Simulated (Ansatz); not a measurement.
# Re: properties at the relaxed cell

An exercise on one series of results from a longer session: the logs are not shown, and one member is left open.

This is Re in the fcc structure; at room conditions it is hcp.

Method: DFT PBEsol, scalar-relativistic, plane waves, PAW, in Ansatz 0.2.0.

2 further runs of the same task are left out: 2 set aside as unsound or not needed.

### The structure to begin with

It takes space group Fm-3m (No. 225, cubic). The conventional cell has a = 3.881 Å, b = 3.881 Å, c = 3.881 Å, α = 90.00°, β = 90.00°, γ = 90.00°. Re (site symmetry m-3m) has 12 Re at 2.74 Å as nearest neighbours.

As a file:

```
CELL_PARAMETERS angstrom
0.00000 1.94028 1.94028
1.94028 0.00000 1.94028
1.94028 1.94028 0.00000
ATOMIC_POSITIONS crystal
Re 0.00000 0.00000 0.00000
```

This cell was relaxed beforehand with the same method: volume 14.61 Å³/atom, gap on the mesh none (metal).

Set-up of the first run:

The input, input.yaml:

```yaml
crystal:
  lattice:
    - [0.0, 1.9402774919, 1.9402774919]
    - [1.9402774919, 0.0, 1.9402774919]
    - [1.9402774919, 1.9402774919, 0.0]
  atoms:
    - { symbol: Re, position: [0.0, 0.0, 0.0] }
basis:
  ecutwfc: 420
kpoints:
  mp_grid: { grid: [18, 18, 18] }
  band_path:
    path:
      - [[0.0, 0.0, 0.0], [0.5, 0.0, 0.5], [0.625, 0.25, 0.625]]
      - [[0.375, 0.375, 0.75], [0.0, 0.0, 0.0], [0.5, 0.5, 0.5], [0.5, 0.25, 0.75], [0.5, 0.0, 0.5]]
    npoints: 14
hamiltonian:
  xc: pbesol
scf:
  occupations: { method: gaussian, width: 0.1 }
  n_extra_bands: 6
output:
  forces: true
  stress: true
  eigenvalues: true
  populations: true
  dos: { projected: true, de: 0.02, nscf_kmesh: { grid: [27, 27, 27] } }
  bader: true
  write_density: true
  write_potential: true
  elf: true
  volumetric_format: npy
```

Command:

```bash
$ ansatz run input.yaml --threads 1 --pin off --max-ram 2560MiB --backend cpu --events-out ev --progress --plain --runs-dir out
```

Steps of the session up to this table: Bands, states and charges; Point at V/V0 = 0.97; The cell scaled to 1.03 of its volume; Point at V/V0 = 0.94; The cell scaled to 1.06 of its volume.

One table of the session follows, with a row left open; its other results are not shown here.

It belongs to the step «Equation of state». 

| volume (Å³/atom) | energy above the lowest point (meV/atom) | pressure (GPa) |
| --- | --- | --- |
| 13.732 | 70.9 | 27.46 |
| 14.171 | 16.7 | 12.64 |
| 14.609 | 0.0 | 0.00 |
| 15.047 | ? | ? |
| 15.486 | 57.6 | -19.93 |

**Question.** Estimate the row for volume (Å³/atom) = 15.047.

Worked estimate for «energy above the lowest point (meV/atom)». A straight line through the neighbours (14.609, 0.0) and (15.486, 57.6) gives 0.0 + (57.6 − 0.0) × (15.047 − 14.609) / (15.486 − 14.609) = 28.8; a parabola fitted to 3 rows on both sides gives 13.6.

**Answer.** energy above the lowest point (meV/atom): 15.2; pressure (GPa): -10.77. In «energy above the lowest point (meV/atom)» the line misses by +13.6 and the parabola by -1.6.
